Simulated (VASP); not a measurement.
Here is a VASP 6.6.1 calculation.

Contents of INCAR:

```
ALGO     = Fast           # electronic algorithm
EDIFF    = 1E-8           # SCF threshold, eV
ENCUT    = 600            # plane-wave cutoff, eV
GGA      = PE             # functional
ISIF     = 2              # what is computed and relaxed
ISMEAR   = 0              # smearing method
LASPH    = T              # aspherical terms in the spheres
LCHARG   = F              # write CHGCAR
LEFG     = T            
LREAL    = F              # projectors in reciprocal space
LWAVE    = F              # write WAVECAR
NELM     = 80             # most SCF steps
PREC     = Accurate       # precision mode
SIGMA    = 0.02           # smearing width, eV
```

The input KPOINTS:

```
k-points
0
Gamma
  8 8 8
```

The input POSCAR:

```
GaAs
1.0
    0.0000000000      2.8335662500      2.8123675000
    2.8335662500      0.0000000000      2.8123675000
    2.8335662500      2.8335662500      0.0000000000
Ga As
1 1
Direct
    0.0000000000      0.0000000000      0.0000000000
    0.2500000000      0.2500000000      0.2500000000
```

Potentials or basis: VASP PAW PBE potentials, release 64 (Ga_d, As).

Command:

```console
$ cat potpaw_PBE.64/Ga_d/POTCAR potpaw_PBE.64/As/POTCAR > POTCAR
$ mpirun -np 1 vasp_std > vasp.out
```

(1) What does it give for the band gap on the k mesh?

(2) Estimate the pressure.

## Answers

(1) 0.49 eV, direct.

(2) 3.5 GPa.
